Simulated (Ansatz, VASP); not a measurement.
ZnS (Wurtzite-6H): VASP beside Ansatz

```xyz
12
Lattice="3.8120 0.0000 0.0000 -1.9060 3.3013 0.0000 0.0000 0.0000 18.6900" Properties=species:S:1:pos:R:3 pbc="T T T"
Zn    0.0000    0.0000    0.0000
Zn    0.0000    0.0000    9.3450
Zn    0.0000    2.2009    3.1151
Zn    1.9060    1.1004   12.4601
Zn    1.9060    1.1004    6.2299
Zn    0.0000    2.2009   15.5749
S     0.0000    0.0000    2.3362
S     0.0000    0.0000   11.6812
S     0.0000    2.2009    5.4513
S     1.9060    1.1004   14.7963
S     1.9060    1.1004    8.5662
S     0.0000    2.2009   17.9112
```

Alike in both runs: task relaxation of the atoms; functional PBE; k mesh 8 × 8 × 2; occupations fermi-dirac, width 0.02 eV; no spin polarisation.

|  | VASP | Ansatz |
| --- | --- | --- |
| version | VASP 6.6.1 | Ansatz 0.2.0 |
| potentials or method | VASP PAW PBE potentials, release 64 (Zn, S) | plane-wave PAW, scalar-relativistic |
| plane-wave cutoff (eV) | 520 | 420 |
| valence electrons in the cell | 108 | 108 |

|  | VASP | Ansatz | Ansatz less VASP |
| --- | --- | --- | --- |
| gap on the k mesh at the Fermi level, each at its own relaxed structure (eV) | 2.17 | 2.16 | -0.005 |

Ansatz warned: «stress_scf_threshold_loose».

A k mesh can miss the band edges.
